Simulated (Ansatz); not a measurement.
# Two Ansatz runs on CuCl

The cell is COD entry 9013925, as deposited and not checked against the literature; nothing was relaxed.

First run: DFT, PBE, PAW with Ansatz's default frozen-core files, fully relativistic files with spin-orbit coupling (Ansatz 0.2.0).

Command: `ansatz run input.yaml --threads 1 --pin off --max-ram 2048MiB --backend cpu --events-out ev --progress --plain --runs-dir out` The run took 17 s on 1 thread of Intel(R) Xeon(R) 6975P-C (Granite Rapids), with other jobs on the host, peak memory 0.64 GiB.

```yaml
crystal:
  lattice:
    - [0.0, 2.7101, 2.7101]
    - [2.7101, 0.0, 2.7101]
    - [2.7101, 2.7101, 0.0]
  atoms:
    - { symbol: Cu, position: [0.0, 0.0, 0.0] }
    - { symbol: Cl, position: [0.75, 0.75, 0.75] }
kpoints:
  mp_grid: { grid: [13, 13, 13] }
  band_path:
    path:
      - [0.0, 0.0, 0.0]
      - [-0.5, -0.5, 0.0]
      - [-0.375, -0.375, 0.25]
      - [-0.375, 0.0, 0.375]
      - [0.0, 0.0, 0.0]
      - [0.0, 0.0, 0.5]
      - [-0.5, -0.25, 0.25]
      - [-0.5, -0.5, 0.0]
    npoints: 5
scf:
  occupations: { method: fermi_dirac, width: 0.05 }
hamiltonian:
  xc: pbe
  pseudopotentials: { kind: paw_fr }
output:
  forces: true
  stress: true
  eigenvalues: true
  efg: { contact_densities: true }
magnetization:
  noncollinear: true
  spin_orbit: true
```

Result: converged; pressure 0.10 GPa; gap on the k mesh 0.46 eV (the mesh can miss the band edges); 8 SCF iterations.

The input is then changed:

```diff
@@ -21,7 +21,8 @@
     npoints: 5
 scf:
-  occupations: { method: fermi_dirac, width: 0.05 }
+  occupations: { method: fermi_dirac, width: 0.1 }
+  convergence: { dr2_threshold: 1.0e-09 }
 hamiltonian:
-  xc: pbe
+  xc: rpbe
   pseudopotentials: { kind: paw_fr }
 output:
@@ -30,4 +31,8 @@
   eigenvalues: true
   efg: { contact_densities: true }
+  write_density: true
+  write_potential: true
+  elf: true
+  volumetric_format: npy
 magnetization:
   noncollinear: true
```

(1) What does the second run give?

Results:

(1) It converged; pressure 3.01 GPa; gap on the k mesh 0.61 eV (the mesh can miss the band edges); 10 SCF iterations.
